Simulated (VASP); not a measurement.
Wanted: the native input for a VASP 6.6.1 run.

| Property | Result |
| --- | --- |
| Task | relaxation of cell and atoms |
| Functional | PBEsol |
| Potentials or basis | VASP PAW PBE potentials, release 64 (Ga_d, N) |
| Cutoff | 600 eV |
| k mesh | 12 × 12 × 5 |
| Occupations | gaussian, width 0.03 eV |
| Spin | no spin polarisation |
| Further INCAR settings | ALGO = Normal; EDIFF = 1e-06; IBRION = 2; EDIFFG = -0.01; NSW = 90; ISIF = 3 |

The structure of GaN lies in POSCAR:

```
GaN
1.0
    3.1800000000      0.0000000000      0.0000000000
   -1.5900000000      2.7539607840      0.0000000000
    0.0000000000      0.0000000000      5.1660000000
Ga N
2 2
Direct
    0.3333333333      0.6666666667      0.0000000000
    0.6666666667      0.3333333333      0.5000000000
    0.3333333333      0.6666666667      0.3750000000
    0.6666666667      0.3333333333      0.8750000000
```

The input as run:

INCAR

```
ALGO = Normal
EDIFF = 1E-6
EDIFFG = -0.01
ENCUT = 600
GGA = PS
IBRION = 2
ISIF = 3
ISMEAR = 0
LASPH = T
LCHARG = F
LREAL = F
LWAVE = F
NELM = 80
NSW = 90
PREC = Accurate
SIGMA = 0.03
```

KPOINTS

```
k-points
0
Gamma
  12 12 5
```

Potentials or basis: VASP PAW PBE potentials, release 64 (Ga_d, N).

The run is started by

```console
$ cat potpaw_PBE.64/Ga_d/POTCAR potpaw_PBE.64/N/POTCAR > POTCAR
$ mpirun -np 1 vasp_std > vasp.out
```

It gave:

```yaml
Relaxed_volume: 11.35 Å³/atom
Relaxed_cell: a = 3.180 Å, b = 3.180 Å, c = 5.184 Å, α = 90.00°, β = 90.00°, γ = 120.00°
Space_group_after_relaxing_to_0.05_Å: P6_3mc (No. 186)
Energy_gained_by_relaxing: 0.5 meV/atom
Ionic_steps: 6
Pressure_after_relaxing: 0.0 GPa
Largest_force_after_relaxing: 0.006 eV/Å
Band_gap_on_the_k_mesh: 1.91 eV, direct
```

Caveat: the PAW data sets were made with another functional, which shifts forces and pressure a little.

Run time: 2.8 min on 1 thread of Intel(R) Xeon(R) Platinum 8488C (Sapphire Rapids) (shared host), peak memory 0.22 GiB.
